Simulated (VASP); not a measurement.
## SiC: single point with PBE

Crystal: SiC.

```
CELL_PARAMETERS angstrom
3.21603 0.00000 0.00000
0.00000 4.54816 0.00000
0.00000 0.00000 3.06947
ATOMIC_POSITIONS crystal
Si 0.00000 0.00138 0.00000
Si 0.50000 0.50138 0.50000
C 0.50000 0.24862 0.00000
C 0.00000 0.74862 0.50000
```

The cell was built by a generator and needn't be a form met in nature.

| Quantity | Value |
| --- | --- |
| Program | VASP 6.6.1 |
| Task | single point |
| Functional | PBE |
| Potentials or basis | VASP PAW PBE potentials, release 64 (Si, C) |
| Cutoff | 520 eV |
| k mesh | 8 × 6 × 10 |
| Occupations | gaussian, width 0.02 eV |
| Spin | no spin polarisation |

The pressure is -12.2 GPa and the band gap on the k mesh is 1.11 eV.

Stress tensor (GPa, compression positive):
```
-20.13   0.00   0.00
  0.00 -16.53   0.00
  0.00   0.00   0.09
```

Levels at points of the mesh, in eV from the valence-band top:
```csv
k point,band 4,band 5,band 6,band 7,band 8,band 9,band 10,band 11,band 12,band 13
"(0.00, 0.00, 0.00)",-3.48,-2.74,-0.37,-0.37,0.00,1.22,4.18,4.76,6.02,6.85
"(0.50, 0.00, 0.00)",-6.10,-4.56,-4.56,-1.04,-1.04,5.51,5.51,8.26,8.26,8.62
"(0.00, 0.50, 0.00)",-3.77,-2.28,-2.28,-1.64,-1.64,3.53,3.53,5.93,5.93,9.43
"(0.50, 0.50, 0.00)",-8.41,-1.34,-1.34,-0.94,-0.94,4.62,4.62,6.64,6.64,7.21
"(0.00, 0.00, 0.50)",-6.09,-4.41,-4.41,-1.43,-1.43,4.89,4.89,7.38,7.38,8.06
"(0.50, 0.00, 0.50)",-7.70,-3.37,-3.37,-3.32,-3.32,1.11,1.11,3.67,3.67,12.47
"(0.00, 0.50, 0.50)",-8.29,-1.49,-1.49,-1.32,-1.32,4.15,4.15,6.44,6.44,6.49
"(0.50, 0.50, 0.50)",-7.09,-4.84,-4.84,-4.62,-4.62,4.65,4.65,8.14,8.14,8.17
```

Wall time 26 s on 1 thread of Intel(R) Xeon(R) 6975P-C (Granite Rapids), on a shared host, peak memory 0.19 GiB.

A k mesh can miss the band edges. Expect the measured gap to be larger: semilocal functionals such as PBE lack the derivative discontinuity.
